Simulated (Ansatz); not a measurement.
The system is C.

```xyz
1
Lattice="4.2552 0.0000 0.0000 0.0000 4.2552 0.0000 0.0000 0.0000 1.2823" Properties=species:S:1:pos:R:3 pbc="T T T"
C     2.1276    2.1276    0.6411
```

The cell was built by a generator and needn't be a form met in nature.

- Program: Ansatz 0.2.0
- Task: relaxation of cell and atoms
- Functional: PBE
- Dispersion: D4
- Potentials or basis: Ansatz PAW
- Cutoff: 420 eV (not typed: the program's choice for these potentials)
- k mesh: 6 × 6 × 20
- Occupations: fermi-dirac, width 0.05 eV
- Spin: no spin polarisation

At the start: volume 23.22 Å³/atom.

Q: How do energy, volume and symmetry change on relaxing?

A: It ends after 14 steps and the volume is 13.77 Å³/atom (-40.7 %); space group P4/mmm (No. 123, to 0.05 Å).

The path:
```
step  energy change (eV)  largest force (eV/Å)  volume (Å³)
   1              0.0000                0.0000        23.22
   2             -0.0056                0.0000        22.48
   3             -0.0228                0.0000        20.31
   4             -0.0414                0.0000        18.24
   5             -0.0602                0.0000        16.27
   6             -0.0736                0.0000        14.42
   7             -0.0741                0.0000        14.28
   8             -0.0746                0.0000        14.13
   9             -0.0715                0.0000        14.13
  10             -0.0728                0.0000        13.75
  11             -0.0727                0.0000        13.82
  12             -0.0719                0.0000        13.82
  13             -0.0721                0.0000        13.77
  14             -0.0720                0.0000        13.77
```

Final structure:
```xyz
1
Lattice="3.2773 0.0000 0.0000 0.0000 3.2773 0.0000 0.0000 0.0000 1.2819" Properties=species:S:1:pos:R:3 pbc="T T T"
C     1.6386    1.6386    0.6409
```

Caveat: the volume moved by over 15 % at a fixed basis, so the end points are rough; the plane-wave basis is chosen anew once the cell has moved, so the energies of steps on either side of that aren't comparable; the pressure holds a Pulay correction of +0.4 GPa for the finite cutoff; pairwise dispersion overbinds metals, which lowers pressure and volume.
